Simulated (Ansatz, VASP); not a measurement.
**V: VASP beside Ansatz**

```
CELL_PARAMETERS angstrom
-1.63404 1.63404 1.51300
1.63404 -1.63404 1.51300
1.63404 1.63404 -1.51300
ATOMIC_POSITIONS crystal
V 0.00000 0.00000 0.00000
```

Change from the starting cell: strain +0.080 along x and y, +0.000 along z, atoms carried along.

Alike in both runs: task single point; functional PBEsol; k mesh 22 × 22 × 22; occupations gaussian, width 0.15 eV; no spin polarisation.

|  | VASP | Ansatz |
| --- | --- | --- |
| version | VASP 6.6.1 | Ansatz 0.2.0 |
| potentials or method | VASP PAW PBE potentials, release 64 (V_sv) | scalar-relativistic, plane waves, PAW |
| plane-wave cutoff (eV) | 520 | 420 |
| valence electrons in the cell | 13 | 13 |

VASP gave:

* gap on the k mesh at the Fermi level (eV): none
* pressure (GPa): -27.8
* largest component of the traceless stress (GPa): 2.99

Task: What did Ansatz give for the same quantities?

Result: gap on the k mesh at the Fermi level (eV): none; pressure (GPa): -27.9; largest component of the traceless stress (GPa): 3.00.

A gap of «none» marks a metal or a gap that the smearing closes.

Caveats: so large a pressure means that the cell lies far from this level's equilibrium, or that cutoff or potentials fall short (VASP); the potentials were made for another functional, which shifts forces and pressure (VASP).
